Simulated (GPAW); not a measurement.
Input of a GPAW 26.7.0 run:

run.py

```python
from ase.calculators.mixing import SumCalculator
from ase.eos import EquationOfState
from ase.io import Trajectory, read
from ase.units import GPa
from dftd3.ase import DFTD3
from gpaw import GPAW, PW, setup_paths

setup_paths.insert(0, '.')

atoms = read('CdSe.cif')

traj = Trajectory('eos.traj', 'w')
volumes, energies = [], []
for x in [0.94, 0.96, 0.98, 1.0, 1.02, 1.04, 1.06]:
    a = atoms.copy()
    a.set_cell(atoms.cell * x**(1 / 3), scale_atoms=True)
    calc = GPAW(mode=PW(600),
                xc='BLYP',
                kpts={'size': (6, 6, 6), 'gamma': True},
                occupations={'name': 'fermi-dirac', 'width': 0.05},
                nbands=18,
                convergence={'density': 1e-05, 'energy': 1e-05},
                eigensolver='davidson',
                maxiter=150,
                txt=f'eos-{x:.2f}.txt')
    a.calc = SumCalculator([calc, DFTD3(method='blyp', damping='d3bj')])
    energies.append(a.get_potential_energy())
    volumes.append(a.get_volume())
    p = -a.get_stress()[:3].mean() / GPa
    calc.write(f'eos-{x:.2f}.gpw')
    traj.write(a)
    print(f'{x:.2f} {volumes[-1]:10.4f} A^3 {energies[-1]:14.6f} eV {p:9.3f} GPa', flush=True)

v0, e0, B = EquationOfState(volumes, energies, eos='birchmurnaghan').fit()
print(f'V0 = {v0:.4f} A^3, E0 = {e0:.6f} eV, B0 = {B / GPa:.2f} GPa')
```

The input CdSe.cif:

```cif
data_CdSe
_cell_length_a 4.34201917
_cell_length_b 4.34201917
_cell_length_c 4.34201917
_cell_angle_alpha 60.00000000
_cell_angle_beta 60.00000000
_cell_angle_gamma 60.00000000
_space_group_name_H-M_alt 'P1'
_space_group_name_Hall 'P 1'
_space_group_IT_number 1
loop_
_space_group_symop_operation_xyz
'x,y,z'
loop_
_atom_site_label
_atom_site_type_symbol
_atom_site_symmetry_multiplicity
_atom_site_Wyckoff_symbol
_atom_site_fract_x
_atom_site_fract_y
_atom_site_fract_z
_atom_site_occupancy
Cd1 Cd 1 a 0.0000000000 0.0000000000 0.0000000000 1
Se1 Se 1 a 0.2500000000 0.2500000000 0.2500000000 1
```

Potentials or basis: PAW data sets generated in the run's folder for this functional, pw.

Launch:

```sh
$ gpaw-setup -f BLYP Cd Se
$ OMP_NUM_THREADS=1 python run.py
```

Question: Predict the equilibrium volume.

Answer: 28.49 Å³/atom.

Question: Estimate the pressure derivative of the bulk modulus.

Answer: 5.4 (rough: it moves with the points fitted).

Question: What does it give for the bulk modulus?

Answer: 50 GPa.

Energy against volume, from the lowest point:
```tsv
volume (Å³/atom)	energy (meV/atom)
27.206	9.88
27.784	2.81
28.363	0.00
28.942	0.97
29.521	5.32
30.100	12.66
30.679	22.41
```
